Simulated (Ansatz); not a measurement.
Crystal: C.

```
CELL_PARAMETERS angstrom
2.52210 0.00000 0.00000
-1.26105 2.18420 0.00000
0.00000 0.00000 12.35570
ATOMIC_POSITIONS crystal
C 0.66667 0.33333 0.35417
C 0.33333 0.66667 0.85417
C 0.66667 0.33333 0.14583
C 0.33333 0.66667 0.64583
C 0.66667 0.33333 0.47917
C 0.33333 0.66667 0.97917
C 0.66667 0.33333 0.02083
C 0.33333 0.66667 0.52083
C 0.00000 0.00000 0.81250
C 0.00000 0.00000 0.31250
C 0.00000 0.00000 0.68750
C 0.00000 0.00000 0.18750
```

This is a hexagonal form of diamond, not graphite.

| Item | Value |
| --- | --- |
| Program | Ansatz 0.2.0 |
| Task | relaxation of cell and atoms |
| Functional | BLYP |
| Potentials or basis | Ansatz PAW |
| Cutoff | 420 eV (not typed: the program's choice for these potentials) |
| k mesh | 12 × 12 × 3 |
| Occupations | fermi-dirac, width 0.05 eV |
| Spin | no spin polarisation |

At the start: volume 5.67 Å³/atom.

How do energy, volume and symmetry change on relaxing?

It ends after 8 steps and the volume is 5.82 Å³/atom (+2.7 %); space group P6_3/mmc (No. 194, to 0.05 Å).

Step by step:
```tsv
step	energy change (eV)	largest force (eV/Å)	volume (Å³)
1	0.0000	0.3228	68.06
2	-0.0571	0.3419	69.14
3	-0.0653	0.0824	69.86
4	-0.0661	0.0271	69.84
5	-0.0661	0.0004	69.83
6	-0.0811	0.0021	69.83
7	-0.0808	0.0006	69.88
8	-0.0811	0.0005	69.88
```

Final structure:
```cif
data_structure
_symmetry_space_group_name_H-M 'P 1'
_symmetry_Int_Tables_number 1
_cell_length_a 2.5388
_cell_length_b 2.5388
_cell_length_c 12.5197
_cell_angle_alpha 90.000
_cell_angle_beta 90.000
_cell_angle_gamma 120.000
_cell_volume 69.88
loop_
_atom_site_label
_atom_site_type_symbol
_atom_site_fract_x
_atom_site_fract_y
_atom_site_fract_z
_atom_site_occupancy
C1 C 0.66667 0.33333 0.35492 1
C2 C 0.33333 0.66667 0.85492 1
C3 C 0.66667 0.33333 0.14508 1
C4 C 0.33333 0.66667 0.64508 1
C5 C 0.66667 0.33333 0.47924 1
C6 C 0.33333 0.66667 0.97924 1
C7 C 0.66667 0.33333 0.02076 1
C8 C 0.33333 0.66667 0.52076 1
C9 C 0.00000 0.00000 0.81318 1
C10 C 0.00000 0.00000 0.31318 1
C11 C 0.00000 0.00000 0.68682 1
C12 C 0.00000 0.00000 0.18682 1
```

Caveat: the plane-wave basis is chosen anew once the cell has moved, so the energies of steps on either side of that aren't comparable; the pressure holds a Pulay correction of +1.2 GPa for the finite cutoff; the PAW data sets come from PBE, with cores solved anew for the run's functional, which leaves a small shift of forces and pressure.
